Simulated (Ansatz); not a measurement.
Here is an Ansatz 0.2.0 calculation.

The input input.yaml:

```yaml
crystal:
  lattice:
    - [-1.2531209513, 1.2531209513, 1.2531209513]
    - [1.2531209513, -1.2531209513, 1.2531209513]
    - [1.2531209513, 1.2531209513, -1.2531209513]
  atoms:
    - { symbol: Be, position: [0.0, 0.0, 0.0] }
hamiltonian:
  xc: { exchange: pbe, correlation: none }
  pseudopotentials: { kind: paw }
kpoints:
  mp_grid: { grid: [15, 15, 15] }
  band_path:
    path:
      - [[0.0, 0.0, 0.0], [0.5, -0.5, 0.5], [0.0, 0.0, 0.5], [0.0, 0.0, 0.0], [0.25, 0.25, 0.25], [0.5, -0.5, 0.5]]
      - [[0.25, 0.25, 0.25], [0.0, 0.0, 0.5]]
    npoints: 14
scf:
  occupations: { method: tetrahedron }
  n_extra_bands: 6
output:
  forces: true
  stress: true
  fatbands: false
```

Potentials or basis: Ansatz PAW.

Run with:

```console
$ ansatz run input.yaml --threads 1 --pin off --max-ram 2560MiB --backend cpu --events-out ev --progress --plain --runs-dir out
```

Problem. Predict the pressure.

Solution. 8.4 GPa.

Problem. Predict the band gap on the k mesh.

Solution. None (metal or under the smearing width).

Levels at the corners of the path, in eV from the Fermi level:
| point | band 1 | band 2 | band 3 | band 4 |
| --- | --- | --- | --- | --- |
| Γ | -12.29 | 18.97 | 18.97 | 18.97 |
| H | 3.78 | 3.78 | 3.78 | 9.79 |
| N | -5.32 | 0.31 | 11.97 | 15.19 |
| Γ | -12.29 | 18.97 | 18.97 | 18.97 |
| P | 0.49 | 0.49 | 0.49 | 8.97 |
| H | 3.78 | 3.78 | 3.78 | 9.79 |
| P | 0.49 | 0.49 | 0.49 | 8.97 |
| N | -5.32 | 0.31 | 11.97 | 15.19 |

Caveat: the PAW data sets come from PBE, with cores solved anew for the run's functional, which leaves a small shift of forces and pressure; with tetrahedron occupations forces and stress needn't match the slope of the energy.
